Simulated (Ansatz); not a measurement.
**Ga$_{2}$O$_{3}$: from a first guess to the relaxed La2O3 type**

First guess:

```
CELL_PARAMETERS angstrom
3.45293 0.00000 0.00000
-1.72646 2.99032 0.00000
0.00000 0.00000 5.38657
ATOMIC_POSITIONS crystal
Ga 0.33333 0.66667 0.24500
Ga 0.66667 0.33333 0.75500
O 0.00000 0.00000 0.00000
O 0.33333 0.66667 0.64500
O 0.66667 0.33333 0.35500
```

The calculation used Ansatz 0.2.0, DFT, PBE, PAW with Ansatz's default frozen-core files, scalar-relativistic.

Cell and atoms relax within the symmetry of the start on a 11×11×7 k mesh with 0.08 eV Fermi–Dirac smearing.

The start is built from a prototype, known or not as a phase of this compound; the cutoff is 420 eV.

Q: What is the pressure of the first guess?

A: -17.61 GPa.

Q: What does it relax to?

A: a = 3.025 Å, b = 3.025 Å, c = 7.519 Å, α = 90.00°, β = 90.00°, γ = 120.00° (conventional cell), 11.92 Å³ per atom:
Space group P-3m1 (No. 164). a = 3.025 Å, b = 3.025 Å, c = 7.519 Å, α = 90.00°, β = 90.00°, γ = 120.00°
```json
{"atom": "Ga", "site": "2d", "symmetry": "3m.", "x": "0.3333", "y": "0.6667", "z": "0.1883"}
{"atom": "O", "site": "1a", "symmetry": "-3m.", "x": "0.0000", "y": "0.0000", "z": "0.0000"}
{"atom": "O", "site": "2d", "symmetry": "3m.", "x": "0.3333", "y": "0.6667", "z": "0.7135"}
```

Q: How much energy does the relaxation release?

A: 352 meV/atom.
